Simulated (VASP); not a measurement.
# Ir (Fm-3m) in VASP: further runs

The runs below take Ir through band structure, with PBEsol, PBE+D3(BJ).

Everything below comes from runs of VASP 6.6.1. Logs are shortened: lines on timing, memory, paths and dates and some standing lists are left out, and cuts for length are marked.

## 1. Starting point

It takes space group Fm-3m (No. 225, cubic). Conventional cell: a = 3.835 Å, b = 3.835 Å, c = 3.835 Å, α = 90.00°, β = 90.00°, γ = 90.00°. Around Ir (site symmetry m-3m) lie 12 Ir at 2.71 Å.

## 2. Band structure, PBEsol

Contents of INCAR:

```
SYSTEM = Ir
PREC     = Accurate       ! precision mode
ENCUT    = 520            ! plane-wave cutoff, eV
EDIFF    = 1E-7           ! SCF threshold, eV
ISMEAR   = 1              ! smearing method
SIGMA    = 0.1            ! smearing width, eV
LREAL    = .FALSE.        ! projectors in reciprocal space
LASPH    = .TRUE.         ! aspherical terms in the spheres
NELM     = 80             ! most SCF steps
ALGO     = Fast           ! electronic algorithm
ISIF     = 2              ! what is computed and relaxed
LWAVE    = .FALSE.        ! write WAVECAR
LCHARG   = .FALSE.        ! write CHGCAR
LMAXMIX  = 4              ! l up to which the mixer works
GGA      = PS             ! functional
NBANDS   = 10             ! bands
ICORELEVEL= 1
```

Contents of KPOINTS:

```
Automatic mesh
0
G
  16 16 16
  0 0 0
```

Contents of POSCAR:

```
Ir                                      
1.0
    0.0000000000      1.9172882864      1.9172882864
    1.9172882864      0.0000000000      1.9172882864
    1.9172882864      1.9172882864      0.0000000000
  Ir            
     1
Direct
     0.0000000000000000    0.0000000000000000    0.0000000000000000
```

Contents of KPOINTS_OPT:

```
explicit points
206
Reciprocal
 0.0000000000  0.0000000000  0.0000000000 1
 0.0263157895  0.0000000000  0.0263157895 1
 0.0526315789  0.0000000000  0.0526315789 1
 0.0789473684  0.0000000000  0.0789473684 1
 0.1052631579  0.0000000000  0.1052631579 1
 0.1315789474  0.0000000000  0.1315789474 1
[... 198 lines left out ...]
 0.5000000000  0.2500000000  0.7500000000 1
 0.5000000000  0.0000000000  0.5000000000 1
```

Potentials or basis: VASP PAW PBE potentials, release 64 (Ir).

On the command line:

```bash
> cat potpaw_PBE.64/Ir/POTCAR > POTCAR
> mpirun -np 1 vasp_std > vasp.out
```

OUTCAR:

```text
SYSTEM = Ir
   PREC = Accurate
   ENCUT = 520
   EDIFF = 1E-7
   ISMEAR = 1
   LREAL = .FALSE.
   LASPH = .TRUE.
   NELM = 80
   ISIF = 2
   GGA = PS

 ion  position               nearest neighbor table
   1  0.000  0.000  0.000-

  LATTYP: Found a face centered cubic cell.
 ALAT       =     3.8345765728

  Lattice vectors:

 A1 = (   0.0000000000,   1.9172882864,   1.9172882864)
 A2 = (   1.9172882864,   0.0000000000,   1.9172882864)
 A3 = (   1.9172882864,   1.9172882864,   0.0000000000)

Analysis of symmetry for initial positions (statically):
=====================================================================
 Subroutine PRICEL returns:
 Original cell was already a primitive cell.

 Routine SETGRP: Setting up the symmetry group for a
 face centered cubic supercell.

 Subroutine GETGRP returns: Found 48 space group operations
 (whereof 48 operations were pure point group operations)
 out of a pool of 48 trial point group operations.

The static configuration has the point symmetry O_h .

Analysis of symmetry for dynamics (positions and initial velocities):
=====================================================================
 Subroutine PRICEL returns:
 Original cell was already a primitive cell.

 Routine SETGRP: Setting up the symmetry group for a
 face centered cubic supercell.

 Subroutine GETGRP returns: Found 48 space group operations
 (whereof 48 operations were pure point group operations)
 out of a pool of 48 trial point group operations.

The dynamic configuration has the point symmetry O_h .

 Subroutine INISYM returns: Found 48 space group operations
 (whereof 48 operations are pure point group operations),
 and found     1 'primitive' translations

----------------------------------------------------------------------------------------

                                     Primitive cell

  volume of cell :      14.0959

  direct lattice vectors                    reciprocal lattice vectors
     0.000000000  1.917288286  1.917288286    -0.260784987  0.260784987  0.260784987
     1.917288286  0.000000000  1.917288286     0.260784987 -0.260784987  0.260784987
     1.917288286  1.917288286  0.000000000     0.260784987  0.260784987 -0.260784987

  length of vectors
     2.711455098  2.711455098  2.711455098     0.451692847  0.451692847  0.451692847

  position of ions in fractional coordinates (direct lattice)
     0.000000000  0.000000000  0.000000000

  ion indices of the primitive-cell ions
   primitive index   ion index
                 1           1

----------------------------------------------------------------------------------------

 KPOINTS: Automatic mesh

Automatic generation of k-mesh.
 Grid dimensions read from file:
 generate k-points for:   16   16   16

 Generating k-lattice:

  Cartesian coordinates                     Fractional coordinates (reciprocal lattice)
    -0.016299062  0.016299062  0.016299062     0.062500000  0.000000000  0.000000000
     0.016299062 -0.016299062  0.016299062     0.000000000  0.062500000  0.000000000
     0.016299062  0.016299062 -0.016299062     0.000000000  0.000000000  0.062500000

  Length of vectors
     0.028230803  0.028230803  0.028230803

  Shift w.r.t. Gamma in fractional coordinates (k-lattice)
     0.000000000  0.000000000  0.000000000

 Subroutine IBZKPT returns following result:
 ===========================================

 Found    145 irreducible k-points:

 Following reciprocal coordinates:
            Coordinates               Weight
  0.000000  0.000000  0.000000      1.000000
  0.062500  0.000000  0.000000      8.000000
  0.125000  0.000000  0.000000      8.000000
  0.187500  0.000000  0.000000      8.000000
  0.250000  0.000000  0.000000      8.000000
  0.312500  0.000000  0.000000      8.000000
[... 16 lines left out ...]
 -0.125000  0.062500  0.000000     24.000000
 -0.062500  0.062500  0.000000     12.000000
 [... further k-points ...]
   k-points           NKPTS =    145   k-points in BZ     NKDIM =    145   number of bands    NBANDS=     10
   number of dos      NEDOS =    301   number of ions     NIONS =      1
   total plane-waves  NPLWV =   8000
   dimension x,y,z NGX =    20 NGY =   20 NGZ =   20
   dimension x,y,z NGXF=    40 NGYF=   40 NGZF=   40
   ions per type =               1
   NGX,Y,Z   is equivalent  to a cutoff of  12.26, 12.26, 12.26 a.u.
   NGXF,Y,Z  is equivalent  to a cutoff of  24.52, 24.52, 24.52 a.u.
 SYSTEM =  Ir
   PREC   = accura    normal or accurate (medium, high low for compatibility)
   ISTART =      0    job   : 0-new  1-cont  2-samecut
   ICHARG =      2    charge: 1-file 2-atom 10-const
   ISPIN  =      1    spin polarized calculation?
   LNONCOLLINEAR =      F non collinear calculations
   LSORBIT =      F    spin-orbit coupling
   LASPH  =      T    aspherical Exc in radial PAW
   ENCUT  =  520.0 eV  38.22 Ry    6.18 a.u.   5.04  5.04  5.04*2*pi/ulx,y,z
   NELM   =     80;   NELMIN=  2; NELMDL= -5     # of ELM steps
   EDIFF  = 0.1E-06   stopping-criterion for ELM
   LREAL  =      F    real-space projection
   EDIFFG = 0.1E-05   stopping-criterion for IOM
   NSW    =      0    number of steps for IOM
   IBRION =     -1    ionic relax: 0-MD 1-quasi-New 2-CG
   NFREE  =      0    steps in history (QN), initial steepest desc. (CG)
   ISIF   =      2    stress and relaxation
   ISYM   =      2    0-nonsym 1-usesym 2-fastsym
   POTIM  = 0.5000    time-step for ionic-motion
   TEBEG  =    0.0;   TEEND  =   0.0 temperature during run
   PSTRESS=    0.0 pullay stress
   NELECT =       9.0000    total number of electrons
   NUPDOWN=      -1.0000    fix difference up-down
   EMIN   =  10.00;   EMAX   =-10.00  energy-range for DOS
   EFERMI =   0.00;   METHOD = LEGACY
   ISMEAR =     1;   SIGMA  =   0.10  broadening in eV -4-tet -1-fermi 0-gaus
   EFERMI_NEDOS =   21; number of points for ismear=-14 and -15
   IALGO  =     68    algorithm
   IMIX   =      4    mixing-type and parameters
     AMIX     =   0.40;   BMIX     =  1.00
     AMIX_MAG =   1.60;   BMIX_MAG =  1.00
  volume/ion in A,a.u.               =      14.10        95.12
  Fermi-wavevector in a.u.,A,eV,Ry     =   1.409694  2.663936 27.038011  1.987238
  Thomas-Fermi vector in A             =   2.531724
   LORBIT       =      0    0 simple, 1 ext, 2 COOP (PROOUT), +10 PAW based schemes
   GGA     = PS    functional components
   LHFCALC =     F    Hartree Fock is set to
   AEXX    =    0.0000 exact exchange contribution
   IVDW    =     0    specifies the selected vdW correction
   LEPSILON=     F    determine dielectric tensor
   LRPA    =     F    only Hartree local field effects (RPA)
 non-spin polarized calculation
 RMM-DIIS sequential band-by-band and
 Methfessel and Paxton  Order N= 1 SIGMA  =   0.10
  energy-cutoff  :      520.00
  volume of cell :       14.10
 maximum number of plane-waves:       392
   NGX =  9   NGY =  9   NGZ =  9

 number of electron       9.0000000 magnetization

 Free energy of the ion-electron system (eV)
  ---------------------------------------------------
  ext. energy  EPLUGINS =         0.00000000
  ---------------------------------------------------
  free energy    TOTEN  =        -9.80949492 eV

  energy without entropy =       -9.80922666  energy(sigma->0) =       -9.80940550

 the core state eigenenergies are
   1-  1s -76087.5493  2s -13295.7849  2p -11545.6138  3s  -3098.2575  3p  -2586.7431
       3d  -2024.7092  4s   -649.0121  4p   -481.3043  4d   -275.5979  4f    -46.9619
       5s    -82.5903  5p    -39.3697

 E-fermi :  10.3093     XC(G=0): -14.1217

 val. band max:       10.3055934560   @ k =   0.3750   0.0625   0.0000
 cond. band min:      10.3120226089   @ k =   0.3125   0.2500   0.0625
 fundamental gap:      0.0064291529
 Fermi energy:        10.3092684690

 k-point     1 :       0.0000    0.0000    0.0000
  band No.  band energies     occupation
      1      -0.9213      2.00000
      2       6.3896      2.00000
      3       6.3896      2.00000
      4       6.3896      2.00000
      5       9.1229      2.00000
      6       9.1229      2.00000
      7      24.6187      0.00000
      8      30.2154      0.00000
      9      30.2154      0.00000
     10      30.2154      0.00000

 k-point     2 :       0.0625    0.0000    0.0000
  band No.  band energies     occupation
      1      -0.7467      2.00000
      2       6.2957      2.00000
      3       6.4657      2.00000
      4       6.4657      2.00000
      5       9.0734      2.00000
      6       9.0734      2.00000
      7      24.9217      0.00000
      8      29.2977      0.00000
      9      30.5035      0.00000
     10      30.5035      0.00000

 k-point     3 :       0.1250    0.0000    0.0000
  band No.  band energies     occupation
      1      -0.2461      2.00000
      2       6.0654      2.00000
      3       6.6562      2.00000
      4       6.6562      2.00000
      5       8.9772      2.00000
      6       8.9772      2.00000
      7      25.7290      0.00000
      8      27.6128      0.00000
      9      31.3340      0.00000
     10      31.3340      0.00000

 k-point     4 :       0.1875    0.0000    0.0000
  band No.  band energies     occupation
      1       0.4978      2.00000
      2       5.8433      2.00000
      3       6.8343      2.00000
      4       6.8343      2.00000
      5       8.9924      2.00000
      6       8.9924      2.00000
      7      25.7787      0.00000
      8      26.7990      0.00000
      9      32.6041      0.00000
     10      32.6041      0.00000
[... 196 lines left out ...]
 k-point    20 :      -0.3125    0.0625    0.0000
  band No.  band energies     occupation
      1       2.1425      2.00000
      2       6.4547      2.00000
      3       6.6075      2.00000
      4       6.7140      2.00000
      5       9.6782      2.00000
      6      10.7353     -0.00000
      7      21.6639      0.00000
      8      26.0049      0.00000
      9      31.1862      0.00000
     10      33.8476      0.00000

 k-point    21 :      -0.2500    0.0625    0.0000
  band No.  band energies     occupation
      1       1.6830      2.00000
      2       5.8048      2.00000
      3       6.7739      2.00000
      4       6.9131      2.00000
      5       9.0075      2.00000
      6      10.0448      2.00119
      7      23.6254      0.00000
      8      27.0816      0.00000
      9      32.2284      0.00000
     10      33.3878      0.00000

 k-point    22 :      -0.1875    0.0625    0.0000
  band No.  band energies     occupation
      1       0.9173      2.00000
      2       5.6747      2.00000
      3       6.8890      2.00000
      4       6.9734      2.00000
      5       8.6212      2.00000
      6       9.5083      2.00000
      7      25.3642      0.00000
      8      27.2159      0.00000
      9      31.7192      0.00000
     10      34.1184      0.00000

 k-point    23 :      -0.1250    0.0625    0.0000
  band No.  band energies     occupation

------------------------ aborting loop because EDIFF is reached ----------------------------------------

  FORCE on cell =-STRESS in cart. coord.  units (eV):
  Direction    XX          YY          ZZ          XY          YZ          ZX
  --------------------------------------------------------------------------------------
  -------------------------------------------------------------------------------------
  Total       -0.0138132     -0.0138132     -0.0138132     -0.0000000     -0.0000000      0.0000000
  in kB       -1.5700482     -1.5700482     -1.5700482     -0.0000000     -0.0000000      0.0000000
  external PRESSURE =      -1.5700482 kB  Pullay stress =       0.0000000 kB

 VOLUME and BASIS-vectors are now :
 -----------------------------------------------------------------------------
  energy-cutoff  :      520.00
  volume of cell :       14.10
      direct lattice vectors                 reciprocal lattice vectors
     0.000000000  1.917288286  1.917288286    -0.260784987  0.260784987  0.260784987
     1.917288286  0.000000000  1.917288286     0.260784987 -0.260784987  0.260784987
     1.917288286  1.917288286  0.000000000     0.260784987  0.260784987 -0.260784987

 POSITION                                       TOTAL-FORCE (eV/Angst)
 -----------------------------------------------------------------------------------
      0.00000      0.00000      0.00000         0.000000      0.000000      0.000000
 -----------------------------------------------------------------------------------
    total drift:                                0.000000      0.000000     -0.000000

  FREE ENERGIE OF THE ION-ELECTRON SYSTEM (eV)
  ---------------------------------------------------
  free  energy   TOTEN  =        -9.8094949200 eV

  energy  without entropy=       -9.8092266589  energy(sigma->0) =       -9.80940550
```

Wall time 16 s (1 thread of Intel Xeon 6975P-C (Granite Rapids), shared host); peak memory 0.15 GiB.

Results:

```
Free energy             : -9.8095 eV
Pressure                : -0.2 GPa
Band gap along the path : none (metal or under the smearing width)
```

Levels at the corners of the path, in eV from the Fermi level:
```tsv
point	band 2	band 3	band 4	band 5	band 6	band 7
Γ	-3.92	-3.92	-3.92	-1.19	-1.19	14.31
X	-7.40	0.90	1.50	1.50	1.65	10.52
X	-7.40	0.90	1.50	1.50	1.65	10.52
W	-4.92	-4.92	-1.81	1.50	8.20	9.06
W	-4.92	-4.92	-1.81	1.50	8.20	9.06
K	-6.04	-2.93	-0.88	0.62	6.31	7.70
K	-6.04	-2.93	-0.88	0.62	6.31	7.70
Γ	-3.92	-3.92	-3.92	-1.19	-1.19	14.31
Γ	-3.92	-3.92	-3.92	-1.19	-1.19	14.31
L	-4.02	-4.02	-0.83	0.92	0.92	7.27
L	-4.02	-4.02	-0.83	0.92	0.92	7.27
U	-6.04	-2.93	-0.88	0.62	6.31	7.70
U	-6.04	-2.93	-0.88	0.62	6.31	7.70
W	-4.92	-4.92	-1.81	1.50	8.20	9.06
W	-4.92	-4.92	-1.81	1.50	8.20	9.06
L	-4.02	-4.02	-0.83	0.92	0.92	7.27
L	-4.02	-4.02	-0.83	0.92	0.92	7.27
K	-6.04	-2.93	-0.88	0.62	6.31	7.70
U	-6.04	-2.93	-0.88	0.62	6.31	7.70
X	-7.40	0.90	1.50	1.50	1.65	10.52
```

Core levels (eV, on the scale of the bands):
```
atom                                                                                                                                    levels
1 Ir  1s -76087.5, 2s -13295.8, 2p -11545.6, 3s -3098.3, 3p -2586.7, 3d -2024.7, 4s -649.0, 4p -481.3, 4d -275.6, 4f -47.0, 5s -82.6, 5p -39.4
```

Caveat: the PAW data sets were made with another functional, which shifts forces and pressure a little; spin-orbit coupling is left out, which moves the levels of the heavy elements.

(Continued in part 2 of 2.)
